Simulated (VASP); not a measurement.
Set up this calculation in VASP 6.6.1, as the native input.

| Property | Result |
| --- | --- |
| Task | single point |
| Functional | PBEsol |
| Potentials or basis | VASP PAW PBE potentials, release 64 (B, N) |
| Cutoff | 520 eV |
| k mesh | 12 × 12 × 4 |
| Occupations | gaussian, width 0.05 eV |
| Spin | no spin polarisation |
| Dipole correction | no |
| Further INCAR settings | ALGO = Normal; EDIFF = 1e-06; NBANDS = 16 |

The structure of BN lies in POSCAR:

```
BN
1.0
    2.5043488457      0.0000000000      0.0000000000
   -1.2521744229      2.1688297203      0.0406655573
    0.0000000000      0.1316080439      7.0190956742
B N
2 2
Direct
    0.3333333333      0.6666666667      0.2500000000
    0.6666666667      0.3333333333      0.7500000000
    0.3333333333      0.6666666667      0.7500000000
    0.6666666667      0.3333333333      0.2500000000
```

The cell isn't the ideal one: strain +0.0375 x Voigt [0, 0, 0, 1, 0, 0], atoms carried along.

These files were run (other wordings do the same):

INCAR

```
PREC = Accurate ; ENCUT = 520
EDIFF = 1E-6 ; ISMEAR = 0
SIGMA = 0.05 ; LREAL = False
LASPH = True ; NELM = 100
ALGO = Normal ; ISIF = 2
LWAVE = False ; LCHARG = False
GGA = PS ; NBANDS = 16
```

KPOINTS

```
Automatic mesh
0
Gamma
  12 12 4
```

Potentials or basis: VASP PAW PBE potentials, release 64 (B, N).

Command:

```console
$ cat potpaw_PBE.64/B/POTCAR potpaw_PBE.64/N/POTCAR > POTCAR
$ mpirun -np 1 vasp_std > vasp.out
```

It gave:

```yaml
Pressure: 0.2 GPa
Band_gap_on_the_k_mesh: 4.22 eV, indirect (least direct gap 4.46 eV)
```

Caveat: the PAW data sets were made with another functional, which shifts forces and pressure a little; this functional lacks dispersion, which binds the layers, so the pressure and a relaxed spacing across them are unreliable.

Wall time 40 s on 1 thread of Intel(R) Xeon(R) 6975P-C (Granite Rapids), on a shared host, peak memory 0.21 GiB.
